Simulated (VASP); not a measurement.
Crystal: GaP.

```
CELL_PARAMETERS angstrom
0.00000 2.72540 2.72540
2.72540 0.00000 2.72540
2.72540 2.72540 0.00000
ATOMIC_POSITIONS crystal
Ga 0.00000 0.00000 0.00000
P 0.25000 0.25000 0.25000
```

The cell was built by a generator and needn't be a form met in nature.

Base run:

- Program: VASP 6.6.1
- Functional: r2SCAN
- Potentials or basis: VASP PAW PBE potentials, release 64 (Ga_d, P)
- Cutoff: 520 eV
- k mesh: 8 × 8 × 8
- Occupations: gaussian, width 0.01 eV
- Spin: no spin polarisation

Its results: band gap on the k mesh 1.90 eV, indirect (least direct gap 2.34 eV); pressure 0.0 GPa.

Problem. The run is repeated on the same cell with these changes: functional from r2SCAN to PBE; further incar settings from ALGO = Normal; EDIFF = 1e-07; NBANDS = 16 to ALGO = Fast; EDIFF = 1e-06; NBANDS = 16. What comes out?

Solution. Band gap on the k mesh 1.64 eV, indirect (least direct gap 1.83 eV); pressure 2.4 GPa.

Caveats: the PAW data sets were made with another functional, which shifts forces and pressure a little (some runs).

A k mesh can miss the band edges.
